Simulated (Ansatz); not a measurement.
Crystal: Hf.

```
Hf
1.0
     0.00000    2.22000    2.22000
     2.22000    0.00000    2.22000
     2.22000    2.22000    0.00000
Hf
1
Cartesian
  0.0000 0.0000 0.0000
```

This isn't the form of Hf at room conditions, which is hcp.

Base run:

- Program: Ansatz 0.2.0
- Functional: revPBE
- Potentials or basis: Ansatz PAW
- Cutoff: 420 eV (not typed: the program's choice for these potentials)
- k mesh: 10 × 10 × 10
- Occupations: fermi-dirac, width 0.05 eV
- Spin: no spin polarisation

Its results: band gap on the k mesh none (metal or under the smearing width); pressure 5.2 GPa.

After a change of settings the same cell gave: band gap on the k mesh none (metal or under the smearing width); pressure -1.7 GPa. Which change was it?
A. functional from revPBE to PBEsol
B. functional from revPBE to LDA
C. functional from revPBE to RPBE

A.

PBEsol binds more tightly than revPBE, so the same cell stands under less pressure.

Caveats: spin-orbit coupling is left out, which moves the levels of the heavy elements; the PAW data sets come from PBE, with cores solved anew for the run's functional, which leaves a small shift of forces and pressure.

Runs at the PBE level aren't shown here.
